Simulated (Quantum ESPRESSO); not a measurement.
# SnTe (Fm-3m) in Quantum ESPRESSO: convergence with density cutoff

Aim: find how far density cutoff must go before the results for SnTe settle, at PBE. This setting moves, with any that are tied to it; all else stays.

Program: Quantum ESPRESSO 7.5. These are calculated values, not measurements. Logs are shortened: lines on timing, memory, paths and dates and some standing lists are left out, and cuts for length are marked.

### 1 The crystal as given

The structure is cubic, space group Fm-3m (No. 225). The conventional cell has a = 6.302 Å, b = 6.302 Å, c = 6.302 Å, α = 90.00°, β = 90.00°, γ = 90.00°. Te (site symmetry m-3m) has 6 Sn at 3.15 Å as nearest neighbours. Sn (site symmetry m-3m) has 6 Te at 3.15 Å as nearest neighbours.

### 2 With density cutoff 144 Ry

File pw.in:

```
&CONTROL
  calculation = 'scf'
  prefix = 'pwscf'
  outdir = './tmp'
  pseudo_dir = './pseudo'
  tprnfor = .true.
  tstress = .true.
  disk_io = 'nowf'
/
&SYSTEM
  ibrav = 0
  nat = 2
  ntyp = 2
  ecutwfc = 36
  ecutrho = 144
  nbnd = 16
  occupations = 'smearing'
  smearing = 'mv'
  degauss = 0.00999582
/
&ELECTRONS
  conv_thr = 4d-10
  electron_maxstep = 120
  mixing_beta = 0.5
/
ATOMIC_SPECIES
Te   127.6000 Te.GGA_PBE-JTH.UPF
Sn   118.7100 Sn.GGA_PBE-JTH.UPF
CELL_PARAMETERS angstrom
   0.0000000000    3.1508500000    3.1508500000
   3.1508500000    0.0000000000    3.1508500000
   3.1508500000    3.1508500000    0.0000000000
ATOMIC_POSITIONS crystal
Te     0.5000000000    0.5000000000    0.5000000000
Sn     0.0000000000    0.0000000000    0.0000000000
K_POINTS automatic
7 7 7 0 0 0
```

Potentials or basis: JTH 2.0 PBE.

Launch:

```
$ OMP_NUM_THREADS=1 pw.x -in pw.in > pw.out
```

pw.out:

```text
This program is part of the open-source Quantum ESPRESSO suite
     for quantum simulation of materials; please cite
         "P. Giannozzi et al., J. Phys.:Condens. Matter 21 395502 (2009);
         "P. Giannozzi et al., J. Phys.:Condens. Matter 29 465901 (2017);
         "P. Giannozzi et al., J. Chem. Phys. 152 154105 (2020);
     in publications or presentations arising from this work. More details at

     file Te.GGA_PBE-JTH.UPF: wavefunction(s)  0S 0P renormalized
     file Sn.GGA_PBE-JTH.UPF: wavefunction(s)  0S 5P 0P 4D 0D renormalized
     Message from routine setup:
     using ibrav=0 with symmetry is DISCOURAGED, use correct ibrav instead

     G-vector sticks info
     --------------------
     sticks:   dense  smooth     PW     G-vecs:    dense   smooth      PW
     Sum         703     703    211                12339    12339    2085

     Using Slab Decomposition

     bravais-lattice index     =            0
     lattice parameter (alat)  =       8.4206  a.u.
     unit-cell volume          =     422.1918 (a.u.)^3
     number of atoms/cell      =            2
     number of atomic types    =            2
     number of electrons       =        20.00
     number of Kohn-Sham states=           16
     kinetic-energy cutoff     =      36.0000  Ry
     charge density cutoff     =     144.0000  Ry
     scf convergence threshold =      4.0E-10
     mixing beta               =       0.5000
     number of iterations used =            8  plain     mixing
     Exchange-correlation= SLA PW PBX PBC
                           (   1   4   3   4   0   0   0)

     celldm(1)=   8.420572  celldm(2)=   0.000000  celldm(3)=   0.000000
     celldm(4)=   0.000000  celldm(5)=   0.000000  celldm(6)=   0.000000

     crystal axes: (cart. coord. in units of alat)
               a(1) = (   0.000000   0.707107   0.707107 )
               a(2) = (   0.707107   0.000000   0.707107 )
               a(3) = (   0.707107   0.707107   0.000000 )

     reciprocal axes: (cart. coord. in units 2 pi/alat)
               b(1) = ( -0.707107  0.707107  0.707107 )
               b(2) = (  0.707107 -0.707107  0.707107 )
               b(3) = (  0.707107  0.707107 -0.707107 )

     PseudoPot. # 1 for Te read from file:
     Te.GGA_PBE-JTH.UPF
     Pseudo is Projector augmented-wave + core cor, Zval =  6.0
     Generated using ATOMPAW code
     Shape of augmentation charge: SINC**2
     Using radial grid of 1093 points,  4 beta functions with:
                l(1) =   0
                l(2) =   0
                l(3) =   1
                l(4) =   1
     Q(r) pseudized with 0 coefficients

     PseudoPot. # 2 for Sn read from file:
     Sn.GGA_PBE-JTH.UPF
     Pseudo is Projector augmented-wave + core cor, Zval = 14.0
     Generated using ATOMPAW code
     Shape of augmentation charge: BESSEL
     Using radial grid of 1090 points,  6 beta functions with:
                l(1) =   0
                l(2) =   0
                l(3) =   1
                l(4) =   1
                l(5) =   2
                l(6) =   2
     Q(r) pseudized with 0 coefficients

     atomic species   valence    mass     pseudopotential
     Te                6.00   127.60000     Te( 1.00)
     Sn               14.00   118.71000     Sn( 1.00)

     48 Sym. Ops., with inversion, found

   Cartesian axes

     site n.     atom                  positions (alat units)
         1        Te     tau(   1) = (   0.7071068   0.7071068   0.7071068  )
         2        Sn     tau(   2) = (   0.0000000   0.0000000   0.0000000  )

     number of k points=    20  Marzari-Vanderbilt smearing, width (Ry)=  0.0100
                       cart. coord. in units 2pi/alat
        k(    1) = (   0.0000000   0.0000000   0.0000000), wk =   0.0058309
        k(    2) = (   0.1010153   0.1010153  -0.1010153), wk =   0.0466472
        k(    3) = (   0.2020305   0.2020305  -0.2020305), wk =   0.0466472
        k(    4) = (   0.3030458   0.3030458  -0.3030458), wk =   0.0466472
        k(    5) = (   0.2020305  -0.0000000   0.0000000), wk =   0.0349854
        k(    6) = (   0.3030458   0.1010153  -0.1010153), wk =   0.1399417
[... 12 lines left out ...]
        k(   19) = (  -0.1010153  -0.5050763   0.7071068), wk =   0.1399417
        k(   20) = (   0.0000000  -0.4040610   0.6060915), wk =   0.1399417

     Dense  grid:    12339 G-vectors     FFT dimensions: (  36,  36,  36)

     Check: negative core charge=   -0.000011

     Initial potential from superposition of free atoms

     starting charge      19.9984, renormalised to      20.0000

     negative rho (up, down):  5.065E-03 0.000E+00
     Starting wfcs are   26 randomized atomic wfcs

     Self-consistent Calculation

     iteration #  1     ecut=    36.00 Ry     beta= 0.50
     Davidson diagonalization with overlap
     ethr =  1.00E-02,  avg # of iterations =  6.6

     Threshold (ethr) on eigenvalues was too large:
     Diagonalizing with lowered threshold

     Davidson diagonalization with overlap
     ethr =  8.61E-05,  avg # of iterations =  6.8

     negative rho (up, down):  5.621E-03 0.000E+00

     WARNING: integrated charge=    20.00003261, expected=    20.00000000

     total energy              =    -804.70034345 Ry
     estimated scf accuracy    <       0.01729795 Ry
[... 78 lines left out ...]
     iteration #  9     ecut=    36.00 Ry     beta= 0.50
     Davidson diagonalization with overlap
     ethr =  1.22E-11,  avg # of iterations =  2.1

     negative rho (up, down):  5.733E-03 0.000E+00

     End of self-consistent calculation

          k = 0.0000 0.0000 0.0000 (  1471 PWs)   bands (ev):

   -13.9051 -13.9051 -13.9024 -13.9024 -13.9024  -4.8228   3.3009   5.8471
     5.8471   5.8471  11.4303  11.4303  11.4303  12.7987  12.7987  15.0055

          k = 0.1010 0.1010-0.1010 (  1528 PWs)   bands (ev):

   -13.9063 -13.9063 -13.9025 -13.9016 -13.9016  -4.6521   2.4223   5.8761
     5.8761   6.4481  10.5531  10.5531  10.5985  12.7966  13.2379  13.2379

          k = 0.2020 0.2020-0.2020 (  1525 PWs)   bands (ev):
[... 61 lines left out ...]
   -13.9215 -13.9065 -13.9013 -13.8929 -13.8929  -3.3532   1.3463   2.9033
     4.3096   4.3096  10.2408  12.8387  12.8387  13.7408  17.0700  18.2048

          k =-0.0000-0.6061 0.6061 (  1550 PWs)   bands (ev):

   -13.9210 -13.9053 -13.9022 -13.8932 -13.8928  -3.2168   1.0676   2.5412
     4.4114   4.6670  10.6847  12.1280  12.4384  14.0764  17.4410  17.9109

          k = 0.4041 0.2020 0.0000 (  1543 PWs)   bands (ev):

   -13.9130 -13.9057 -13.9030 -13.8966 -13.8966  -3.8232   0.8233   4.3066
     5.2299   6.3460   9.6103  10.4160  11.5393  12.6555  15.7571  16.5748

          k =-0.2020-0.4041 0.6061 (  1535 PWs)   bands (ev):

   -13.9141 -13.9067 -13.9006 -13.8973 -13.8945  -3.3950   0.2307   3.9456
     4.4322   6.9344   8.7294  11.2361  11.9968  13.3266  15.2007  17.0615

          k =-0.1010-0.5051 0.7071 (  1545 PWs)   bands (ev):

   -13.9187 -13.9038 -13.9036 -13.8952 -13.8929  -3.2782   0.7795   3.0870
     3.8342   5.7625  10.4800  11.2103  13.1970  13.2520  16.0568  17.9530

          k = 0.0000-0.4041 0.6061 (  1553 PWs)   bands (ev):

   -13.9169 -13.9054 -13.9008 -13.8980 -13.8929  -3.1896   0.4928   3.0371
     3.7545   6.7582   9.1886  12.1309  13.0461  13.3591  14.6024  18.1663

     the Fermi energy is     8.1651 ev

     WARNING: integrated charge=    20.00008558, expected=    20.00000000

!    total energy              =    -804.70439998 Ry
     total all-electron energy =      -804.704400 Ry
     estimated scf accuracy    <          2.3E-10 Ry
     smearing contrib. (-TS)   =       0.00000067 Ry
     internal energy E=F+TS    =    -804.70440065 Ry

     The total energy is F=E-TS. E is the sum of the following terms:
     one-electron contribution =     -65.61748671 Ry
     hartree contribution      =      58.22100496 Ry
     xc contribution           =     -35.75877861 Ry
     ewald contribution        =    -104.69534154 Ry
     one-center paw contrib.   =    -656.85379874 Ry

     convergence has been achieved in   9 iterations

     negative rho (up, down):  5.733E-03 0.000E+00

     Forces acting on atoms (cartesian axes, Ry/au):

     atom    1 type  1   force =    -0.00000000    0.00000000   -0.00000000
     atom    2 type  2   force =     0.00000000   -0.00000000    0.00000000

     Total force =     0.000000     Total SCF correction =     0.000000

     Computing stress (Cartesian axis) and pressure

     negative rho (up, down):  5.733E-03 0.000E+00
          total   stress  (Ry/bohr**3)                   (kbar)     P=       18.34
   0.00012464   0.00000000   0.00000000           18.34        0.00        0.00
   0.00000000   0.00012464  -0.00000000            0.00       18.34       -0.00
   0.00000000  -0.00000000   0.00012464            0.00       -0.00       18.34

=------------------------------------------------------------------------------=
   JOB DONE.
=------------------------------------------------------------------------------=
```

Run time: 19 s. Hardware: 1 thread of Arm Neoverse V1, shared host; peak memory 0.09 GiB.

What came out:

```
Free energy : -10948.5611 eV
Pressure    : 1.8 GPa
```

### 3 With density cutoff 180 Ry

pw.in: that of step 2 with these lines changed.

```diff
@@ -14,3 +14,3 @@
   ecutwfc = 36
-  ecutrho = 144
+  ecutrho = 180
   nbnd = 16
```

Potentials or basis: JTH 2.0 PBE.

Launch:

```
$ OMP_NUM_THREADS=1 pw.x -in pw.in > pw.out
```

Wall time 20 s (1 thread of Arm Neoverse V1, shared host); peak memory 0.1 GiB.

Results:

```yaml
Free_energy: -10948.5617 eV
Pressure: 1.8 GPa
```

### 4 With density cutoff 216 Ry

pw.in: that of step 3 with these lines changed.

```diff
@@ -14,3 +14,3 @@
   ecutwfc = 36
-  ecutrho = 180
+  ecutrho = 216
   nbnd = 16
```

Launch:

```
$ OMP_NUM_THREADS=1 pw.x -in pw.in > pw.out
```

Wall time 18 s (1 thread of Arm Neoverse V1, shared host); peak memory 0.13 GiB.

Results:

- Free energy: -10948.5621 eV
- Pressure: 1.8 GPa

### 5 With density cutoff 252 Ry

pw.in: that of step 4 with these lines changed.

```diff
@@ -14,3 +14,3 @@
   ecutwfc = 36
-  ecutrho = 216
+  ecutrho = 252
   nbnd = 16
```

Launch:

```
$ OMP_NUM_THREADS=1 pw.x -in pw.in > pw.out
```

It took 20 s on 1 thread of Arm Neoverse V1, shared host; peak memory 0.15 GiB.

Results:

| Property | Result |
| --- | --- |
| Free energy | -10948.5623 eV |
| Pressure | 1.8 GPa |

### 6 With density cutoff 288 Ry

pw.in: that of step 5 with these lines changed.

```diff
@@ -14,3 +14,3 @@
   ecutwfc = 36
-  ecutrho = 252
+  ecutrho = 288
   nbnd = 16
```

Potentials or basis: JTH 2.0 PBE.

Launch:

```
$ OMP_NUM_THREADS=1 pw.x -in pw.in > pw.out
```

Run time: 20 s. Hardware: 1 thread of Arm Neoverse V1, shared host; peak memory 0.17 GiB.

Results (log left out):

- Free energy: -10948.5626 eV
- Pressure: 1.8 GPa

### 7 With density cutoff 360 Ry

pw.in: that of step 6 with these lines changed.

```diff
@@ -14,3 +14,3 @@
   ecutwfc = 36
-  ecutrho = 288
+  ecutrho = 360
   nbnd = 16
```

Launch:

```
$ OMP_NUM_THREADS=1 pw.x -in pw.in > pw.out
```

Run time: 22 s. Hardware: 1 thread of Arm Neoverse V1, shared host; peak memory 0.22 GiB.

It converged, with:

* Free energy: -10948.5628 eV
* Pressure: 1.8 GPa

### 8 With density cutoff 432 Ry

pw.in: that of step 7 with these lines changed.

```diff
@@ -14,3 +14,3 @@
   ecutwfc = 36
-  ecutrho = 360
+  ecutrho = 432
   nbnd = 16
```

Launch:

```
$ OMP_NUM_THREADS=1 pw.x -in pw.in > pw.out
```

It took 25 s on 1 thread of Arm Neoverse V1, shared host; peak memory 0.26 GiB.

The run converged. Its results:

```yaml
Free_energy: -10948.5627 eV
Pressure: 1.8 GPa
```

### 9 With density cutoff 576 Ry

pw.in: that of step 8 with these lines changed.

```diff
@@ -14,3 +14,3 @@
   ecutwfc = 36
-  ecutrho = 432
+  ecutrho = 576
   nbnd = 16
```

Potentials or basis: JTH 2.0 PBE.

Launch:

```
$ OMP_NUM_THREADS=1 pw.x -in pw.in > pw.out
```

It took 31 s on 1 thread of Arm Neoverse V1, shared host; peak memory 0.39 GiB.

It converged, with:

* Free energy: -10948.5626 eV
* Pressure: 1.8 GPa

### 10 Result

```tsv
density cutoff	energy less the tightest run, at zero smearing (meV/atom)	SCF cycles	CPU time (s)	peak memory (GiB)
144 Ry	0.75	9	19	0.09
180 Ry	0.48	9	20	0.1
216 Ry	0.29	9	18	0.13
252 Ry	0.16	9	20	0.15
288 Ry	0.00	9	20	0.17
360 Ry	-0.08	9	22	0.22
432 Ry	-0.04	9	25	0.26
576 Ry	0.00	9	31	0.39
```

Against the tightest run, the energy stays within 1 meV/atom from 144 Ry on. The tightest run that finished is the yardstick and may itself not be fully converged.

Caveats: the cutoff is low for these files, which shifts pressure and relaxed volume; this smearing can shift energies of a crystal with a gap.
